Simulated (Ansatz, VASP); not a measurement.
# One calculation of Cu, two programs

INCAR

```
PREC     = Accurate       # precision mode
ENCUT    = 600            # plane-wave cutoff, eV
EDIFF    = 1E-6           # SCF threshold, eV
ISMEAR   = 0              # smearing method
SIGMA    = 0.1            # smearing width, eV
LREAL    = False          # projectors in reciprocal space
LASPH    = True           # aspherical terms in the spheres
NELM     = 80             # most SCF steps
ALGO     = Normal         # electronic algorithm
ISIF     = 3              # what is computed and relaxed
LWAVE    = False          # write WAVECAR
LCHARG   = False          # write CHGCAR
GGA      = RP             # functional
IBRION   = 2              # ionic algorithm
NSW      = 100            # ionic steps
EDIFFG   = -0.005         # ionic threshold
```

The input KPOINTS:

```
regular mesh
0
Gamma
  20 20 20
```

File POSCAR:

```
Cu
1.0
    0.0000000000      1.8075000000      1.8075000000
    1.8075000000      0.0000000000      1.8075000000
    1.8075000000      1.8075000000      0.0000000000
Cu
1
Direct
    0.0000000000      0.0000000000      0.0000000000
```

Input for Ansatz:

```yaml
crystal:
  lattice:
    - [0.0, 1.8075, 1.8075]
    - [1.8075, 0.0, 1.8075]
    - [1.8075, 1.8075, 0.0]
  atoms:
    - { symbol: Cu, position: [0.0, 0.0, 0.0] }
basis:
  ecutwfc: 420
kpoints:
  mp_grid: { grid: [20, 20, 20] }
hamiltonian:
  xc: rpbe
scf:
  occupations: { method: gaussian, width: 0.1 }
output:
  forces: true
  stress: true
  eigenvalues: true
  write_density: true
  write_potential: true
  elf: true
  volumetric_format: npy
relax:
  adjacent_minimum: "off"
  f_tol: 0.005
  max_steps: 80
  cell: { stress_tol: 0.05 }
```

Alike in both runs: task relaxation of cell and atoms; functional RPBE; k mesh 20 × 20 × 20; occupations gaussian, width 0.1 eV; no spin polarisation.

```csv
,VASP,Ansatz
version,VASP 6.6.1,Ansatz 0.2.0
potentials or method,"VASP PAW PBE potentials, release 64 (Cu)","scalar-relativistic, plane waves, PAW"
plane-wave cutoff (eV),600,420
valence electrons in the cell,11,19
```

VASP gave:

```
gap on the k mesh at the Fermi level, each at its own relaxed structure (eV) : none
relaxed volume (Å³/atom)                                                     : 12.45
relaxed cell length with the largest relative difference (Å)                 : 2.602
energy change over the relaxation (meV/atom)                                 : -14
```

**Question.** What did Ansatz give for the same quantities?

**Answer.** gap on the k mesh at the Fermi level, each at its own relaxed structure (eV): none; relaxed volume (Å³/atom): 12.39; relaxed cell length with the largest relative difference (Å): 2.597; energy change over the relaxation (meV/atom): -12.

A gap of «none» marks a metal or a gap that the smearing closes. The two sets of potentials don't hold the same shells in valence.

Caveats: the PAW data sets were made with another functional, which shifts forces and pressure a little (VASP). RPBE and its kin give volumes clearly too large for solids. Zero-point motion and thermal expansion aren't in these numbers.
